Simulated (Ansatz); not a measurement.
# C: the cost of one run

Method: DFT PBE+D3(BJ), scalar-relativistic, plane waves, PAW, in Ansatz 0.2.0.

17 further runs of the same task are left out: 17 set aside as unsound or not needed.

## 1. The system as given

It takes space group P6/mmm (No. 191, hexagonal). Conventional cell: a = 2.465 Å, b = 2.465 Å, c = 3.572 Å, α = 90.00°, β = 90.00°, γ = 120.00°. C (site symmetry -6m2) is surrounded by 3 C at 1.42 Å.

As a file:

```cif
data_structure
_symmetry_space_group_name_H-M 'P 1'
_symmetry_Int_Tables_number 1
_cell_length_a 2.4647
_cell_length_b 2.4647
_cell_length_c 3.5720
_cell_angle_alpha 90.000
_cell_angle_beta 90.000
_cell_angle_gamma 120.000
_cell_volume 18.79
loop_
_atom_site_label
_atom_site_type_symbol
_atom_site_fract_x
_atom_site_fract_y
_atom_site_fract_z
_atom_site_occupancy
C1 C 0.33333 0.66667 0.00000 1
C2 C 0.66667 0.33333 0.00000 1
```

It goes back to an entry of the Materials Project, which need not be the stable form.

This cell was relaxed beforehand with the same method: volume 9.40 Å³/atom, gap on the mesh none (metal).

## 2. The scan

The energy is mapped over a normal mode and a strain (zone-centre modes of the cell shown) (x along [1 0 0], y along [1 2 0], z along [0 0 1] of the conventional cell).

The axes are (1) amplitude of mode 6 (1567 cm⁻¹), largest displacement in the unstrained cell: 7 values from −0.06 Å; (2) equal normal strain along x, y and z: 7 values from −2.50 %.

Nothing else is relaxed (the pattern is fixed in fractional coordinates). Energies count from the relaxed high-symmetry cell. Points are written as (first, second).

The modes come from a phonon run on the reference cell, made beforehand.

Displacement patterns for an amplitude of 1 (Å):

```
atom     x1      y1     z1
  C1  0.000   1.000  0.000
  C2  0.000  -1.000  0.000
```

## 3. Grid point (0.04 Å, −2.50 %)

input.yaml

```yaml
crystal:
  lattice:
    - [2.4030435525, 0.0, 0.0]
    - [-1.2015217762, 2.0810967628, 0.0]
    - [0.0, 0.0, 3.4826705289]
  atoms:
    - { symbol: C, position: [0.3427033926, 0.6854067852, 0.0] }
    - { symbol: C, position: [0.6572966074, 0.3145932148, 0.0] }
basis:
  ecutwfc: 520.0
kpoints:
  mp_grid: { grid: [21, 21, 12] }
hamiltonian:
  xc: pbe
  pseudopotentials: { kind: paw, azcp: { folder: soft_1 } }
  dispersion: d3bj
scf:
  occupations: { method: gaussian, width: 0.15 }
output:
  forces: true
  stress: true
  eigenvalues: true
```

On the command line:

```bash
> ansatz run input.yaml --threads 1 --pin off --max-ram 2048MiB --backend cpu --events-out ev --progress --plain --runs-dir out
```

Q: Estimate wall time and peak memory on 1 thread of Arm Neoverse N1, shared host.

About 20 s, with a peak of 0.42 GiB.
